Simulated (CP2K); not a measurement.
CdS (Hawleyite):

```xyz
2
Lattice="4.1246 0.0000 0.0000 2.0623 3.5720 0.0000 2.0623 1.1907 3.3677" Properties=species:S:1:pos:R:3 pbc="T T T"
Cd    0.0000    0.0000    0.0000
S     6.1868    3.5720    2.5258
```

Program: CP2K 2026.2. Alike in all runs: no spin polarisation; cell as given; k mesh 8 × 8 × 8; smearing fermi-dirac 0.05 eV. Hardware: 1 thread of Arm Neoverse V1 (shared host).

Question: Order these runs on this cell by their wall time, lowest first.
A. task single point; level PBE; potentials or basis GTH_POTENTIALS Cd GTH-PBE-q12, S GTH-PBE-q6; SZV-MOLOPT-SR-GTH basis; ADDED_MOS [4]; CUTOFF of the grids 450 Ry
B. task atomic charges; level r2SCAN; potentials or basis POTENTIAL_UZH Cd GTH-PBE-q12, S GTH-PBE-q6; TZVP-MOLOPT-PBE-GTH basis; ADDED_MOS [10]; CUTOFF of the grids 675 Ry; hirshfeld SHAPE_FUNCTION DENSITY; VORONOI_RADII COVALENT
C. task single point; level PBE; potentials or basis POTENTIAL_UZH Cd GTH-PBE-q12, S GTH-PBE-q6; DZVP-MOLOPT-PBE-GTH basis; ADDED_MOS [10]; CUTOFF of the grids 450 Ry

Answer: A (7.8 s), C (21 s), B (75 s).
